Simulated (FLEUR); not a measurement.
**MgB2: equation of state with Wu-Cohen GGA**

Crystal: MgB2.

```
CELL_PARAMETERS angstrom
3.08500 0.00000 0.00000
-1.54250 2.67169 0.00000
0.00000 0.00000 3.52300
ATOMIC_POSITIONS crystal
Mg 0.00000 0.00000 0.00000
B 0.66667 0.33333 0.50000
B 0.33333 0.66667 0.50000
```

```
Program             : FLEUR MaX-R8.1 (later development tree)
Task                : equation of state
Functional          : Wu-Cohen GGA
Potentials or basis : all-electron
Basis               : FLAPW
Kmax                : 4.77 1/bohr
k mesh              : 10 × 10 × 8
Occupations         : fermi-dirac, width 0.05 eV
Spin                : no spin polarisation
```

| Property | Result |
| --- | --- |
| Equilibrium volume | 9.50 Å³/atom |
| Bulk modulus at fixed shape and positions | 155 GPa |
| Pressure derivative of the bulk modulus | 3.7 (rough: it moves with the points fitted) |

Energy against volume, from the lowest point:
```csv
volume (Å³/atom),energy (meV/atom)
9.098,7.22
9.292,0.73
9.679,0.00
10.066,13.30
10.260,24.41
```

Caveat: the cell was scaled at fixed shape and fractional positions, which overstates the stiffness of a crystal with free parameters, most of all of layers and chains.
